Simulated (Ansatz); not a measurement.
A crystal relaxed with r2SCAN in the plane-wave code Ansatz has space group I-42d (No. 122) and a = 6.514 Å, c = 12.851 Å.

```csv
atom,site,x,y,z
Xx,4a,0.0000,0.0000,0.0000
Te,8d,0.2469,0.2500,0.1250
In,4b,0.5000,0.5000,0.0000
```

The r2SCAN gap is direct at Γ: 0.55 eV. The HSE06 gap is direct at Γ: 0.96 eV. PBE gives a direct gap of 0.15 eV at Γ. Meshes: r2SCAN 6×6×6, HSE06 4×4×4, PBE 6×6×6.

Q: Which element is Xx?
A. Ag
B. Li
C. Au
D. Cu

A: A. Xx is Ag: AgInTe₂, ordered on the zincblende lattice (I-42d) with 8 atoms a cell. Ag is surrounded by 4 Te at 2.80 Å; Te is surrounded by 2 Ag at 2.80 Å and 2 In at 2.82 Å; In is surrounded by 4 Te at 2.82 Å.

No spin polarisation. The prototype was imposed, so other structures may be more stable.

No spin-orbit coupling is included; it can move band edges with weight on the heavy atoms by tenths of an eV.
